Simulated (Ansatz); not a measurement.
## HfN: enthalpy against pressure

HfN, Fm-3m, a = 4.525 Å. Ansatz: r2SCAN, PAW, 500 eV, Γ-centred 16×16×16 mesh on 2 atoms, Gaussian smearing 0.10 eV; no spin polarisation. Cell and atoms are relaxed at each pressure, and no other structure is tried, so the rows at high pressure may lie past a change of phase. y is the enthalpy over the state at zero pressure; there V0 = 11.585 Å³/atom. The pressures are the targets, met within 0.08 GPa.

```
P (GPa) y (eV/atom)
   -3.0      -0.2181
    0.0       0.0000
    3.0       0.2158
    8.0       0.5706
   15.0       1.0581
   30.0            ?
   60.0       3.9900
```

Fit y = c1 P + c2 P² + c3 P³ to the other rows, say what c1 and c2 mean, and predict the missing value.

Least squares on the rows shown. y = 0.072301 P − 0.00012448 P² + 4.6323×10⁻⁷ P³. Since dH/dP = V, c1 is V0: 0.072301 eV/GPa × 160.2 = 11.583 Å³ against 11.585; c2 = −V0/(2B0) gives B0 = 290 GPa, where a Birch–Murnaghan fit to the volumes of the same runs (not shown) gives 282 GPa. At P = 30.0 the fit asked for gives 2.0695 eV/atom. The run gave 2.0706 eV/atom, so the fit is 0.0011 eV/atom too low, 0.026 % of the span of the series, against an rms of 0.00005 eV/atom on the fitted rows. With a term in P⁴ added, a fit to the same known rows predicts 2.0713 eV/atom, a smaller miss on the other side.

The cell has an odd number of electrons and ran without spin polarisation, so a magnetic or disproportionated state may lie lower. Spin–orbit coupling is left out, which can shift energies with elements as heavy as these.